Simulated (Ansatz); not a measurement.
The system is InAs.

```
In As
1.0
     0.00000    2.87730    2.87730
     2.87730    0.00000    2.87730
     2.87730    2.87730    0.00000
In As
1 1
Direct
  0.50000 0.50000 0.50000
  0.00000 0.00000 0.00000
```

Measurements of this composition are mostly on another form, of space group No. 216.

| Item | Value |
| --- | --- |
| Program | Ansatz 0.2.0 |
| Task | relaxation of cell and atoms |
| Functional | revPBE |
| Dispersion | D4 |
| Potentials or basis | Ansatz PAW |
| Cutoff | 420 eV (not typed: the program's choice for these potentials) |
| k mesh | 8 × 8 × 8 |
| Occupations | fermi-dirac, width 0.05 eV |
| Spin | no spin polarisation |

At the start: volume 23.82 Å³/atom.

Problem. How do energy, volume and symmetry change on relaxing?

Solution. It ends after 5 steps and the volume is 22.64 Å³/atom (-4.9 %); space group Fm-3m (No. 225, to 0.05 Å).

Step by step:
```
step  energy change (eV)  largest force (eV/Å)  volume (Å³)
   1              0.0000                0.0000        47.64
   2             -0.0137                0.0000        43.76
   3             -0.0249                0.0000        45.42
   4             -0.0250                0.0000        45.29
   5             -0.0244                0.0000        45.29
```

Final structure:
```yaml
crystal:
  lattice:
    - [0.00000, 2.82906, 2.82906]
    - [2.82906, 0.00000, 2.82906]
    - [2.82906, 2.82906, 0.00000]
  atoms:
    - { symbol: In, position: [0.50000, 0.50000, 0.50000] }
    - { symbol: As, position: [0.00000, 0.00000, 0.00000] }
```

Caveat: the plane-wave basis is chosen anew once the cell has moved, so the energies of steps on either side of that aren't comparable; pairwise dispersion overbinds metals, which lowers pressure and volume; the PAW data sets come from PBE, with cores solved anew for the run's functional, which leaves a small shift of forces and pressure.
